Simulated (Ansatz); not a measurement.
The system is PtS2.

```xyz
3
Lattice="3.5432 0.0000 0.0000 -1.7716 3.0685 0.0000 0.0000 0.0000 5.0388" Properties=species:S:1:pos:R:3 pbc="T T T"
Pt    0.0000    0.0000    0.0000
S     1.7716    1.0228    3.8950
S     0.0000    2.0457    1.1438
```

- Program: Ansatz 0.2.0
- Task: relaxation of cell and atoms
- Functional: PBE
- Dispersion: D4
- Potentials or basis: Ansatz PAW
- Cutoff: 420 eV (not typed: the program's choice for these potentials)
- k mesh: 9 × 9 × 5
- Occupations: fermi-dirac, width 0.05 eV
- Spin: no spin polarisation

At the start: volume 18.26 Å³/atom.

**Question.** Where does the relaxation end?

**Answer.** It ends after 7 steps and the volume is 17.36 Å³/atom (-4.9 %); space group P-3m1 (No. 164, to 0.05 Å).

Step by step:
```
step  energy change (eV)  largest force (eV/Å)  volume (Å³)
   1              0.0000                1.2945        54.78
   2             -0.1200                0.2494        52.17
   3             -0.1373                0.0454        53.21
   4             -0.1393                0.0071        52.66
   5             -0.1402                0.0130        52.02
   6             -0.1402                0.0001        52.08
   7             -0.1397                0.0001        52.08
```

Final structure:
```
CELL_PARAMETERS angstrom
3.58400 0.00000 0.00000
-1.79200 3.10384 0.00000
0.00000 0.00000 4.68165
ATOMIC_POSITIONS crystal
Pt 0.00000 0.00000 0.00000
S 0.66667 0.33333 0.74206
S 0.33333 0.66667 0.25794
```

Caveat: the plane-wave basis is chosen anew once the cell has moved, so the energies of steps on either side of that aren't comparable; pairwise dispersion overbinds metals, which lowers pressure and volume.
